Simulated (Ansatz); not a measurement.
# IrO2: the cost of one run

Computed with Ansatz 0.2.0 (DFT r2SCAN, scalar-relativistic, plane waves, PAW).

1 further run of the same task is left out (set aside as unsound or not needed).

### Step 1. The structure to begin with

The structure is tetragonal, space group P4_2/mnm (No. 136). The conventional cell has a = 4.597 Å, b = 4.597 Å, c = 2.993 Å, α = 90.00°, β = 90.00°, γ = 90.00°. Around Ti (site symmetry mmm) lie 6 O at 1.96 to 1.98 Å. O (site symmetry m2m) is surrounded by 3 Ti at 1.96 to 1.98 Å.

Structure file:

```cif
data_structure
_symmetry_space_group_name_H-M 'P4_2/mnm'
_symmetry_Int_Tables_number 136
_cell_length_a 4.5973
_cell_length_b 4.5973
_cell_length_c 2.9932
_cell_angle_alpha 90.000
_cell_angle_beta 90.000
_cell_angle_gamma 90.000
_cell_volume 63.26
loop_
_atom_site_label
_atom_site_type_symbol
_atom_site_symmetry_multiplicity
_atom_site_Wyckoff_symbol
_atom_site_fract_x
_atom_site_fract_y
_atom_site_fract_z
_atom_site_occupancy
Ti1 Ti 2 b 0.50000 0.50000 0.00000 1
O1 O 4 g 0.69483 0.69483 0.50000 1
```

It goes back to an entry of the Materials Project.

It is the result of an earlier relaxation at this level (volume 10.54 Å³/atom; gap on the mesh: 2.70 eV).

### Step 2. Swap Ti → Ir

IrO2 starts from the relaxed positions of TiO2, with all lengths scaled by 0.958, a guess from tabulated radii. Atoms that may carry a moment start with parallel spins.

### Step 3. Probe: one point at the start (IrO2)

Input file input.yaml:

```yaml
crystal:
  lattice:
    - [4.4059211499, 0.0, 0.0]
    - [0.0, 4.4059211499, 0.0]
    - [0.0, 0.0, 2.8685520139]
  atoms:
    - { symbol: Ir, position: [0.5, 0.5, 0.0], spin: 1.0 }
    - { symbol: Ir, position: [0.0, 0.0, 0.5], spin: 1.0 }
    - { symbol: O, position: [0.6948338991, 0.6948338991, 0.5] }
    - { symbol: O, position: [0.8051661009, 0.1948338991, 0.0] }
    - { symbol: O, position: [0.1948338991, 0.8051661009, 0.0] }
    - { symbol: O, position: [0.3051661009, 0.3051661009, 0.5] }
basis:
  ecutwfc: 500
kpoints:
  mp_grid: { grid: [4, 4, 6] }
hamiltonian:
  xc: r2scan
scf:
  occupations: { method: gaussian, width: 0.1 }
  lower_state_search: "off"
output:
  forces: true
  stress: true
  eigenvalues: true
  populations: true
magnetization:
  spin_polarized: true
```

Started as:

```sh
> ansatz run input.yaml --threads 1 --pin off --max-ram 2560MiB --backend cpu --events-out ev --progress --plain --runs-dir out
```

Q: Estimate wall time and peak memory on 1 thread of Oxide Virtual Turin-like (Zen 5), shared host.

About 15 s, with a peak of 0.56 GiB.
